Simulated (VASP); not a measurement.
Runs of VASP 6.6.1 on NbH2. Symmetry: Fm-3m, No. 225, cubic system. Conventional cell: a = 4.495 Å, b = 4.495 Å, c = 4.495 Å, α = 90.00°, β = 90.00°, γ = 90.00°. Around Nb (site symmetry m-3m) lie 8 H at 1.95 Å. Around H (site symmetry -43m) lie 4 Nb at 1.95 Å. 

```csv
task,cell,k mesh,cutoff (eV),smearing,gap on the mesh (eV),pressure (GPa),relaxed volume (Å³/atom)
single point,"Fm-3m, 7.57 Å³/atom",18 × 18 × 18,520,gaussian 0.15 eV,none,(a),-
relaxation of cell and atoms,relaxed,8 × 8 × 8,600,gaussian 0.1 eV,none,0.0,7.58
single point,"Fm-3m, 7.57 Å³/atom",20 × 20 × 20,520,gaussian 0.15 eV,none,-0.2,-
relaxation of cell and atoms,relaxed,16 × 16 × 16,600,gaussian 0.1 eV,none,0.1,7.56
single point,"Fm-3m, 7.58 Å³/atom",8 × 8 × 8,520,gaussian 0.1 eV,none,-0.2,-
```

Alike in all rows: level LDA; potentials or basis VASP PAW LDA potentials, release 64 (Nb_sv, H); no spin polarisation.

**Question.** Fill in the values left out.

**Answer.** (a) -0.1.

A k mesh can miss the band edges, and the runs leave out spin-orbit coupling on Nb.

A gap of «none» marks a metal or a gap under the smearing width.
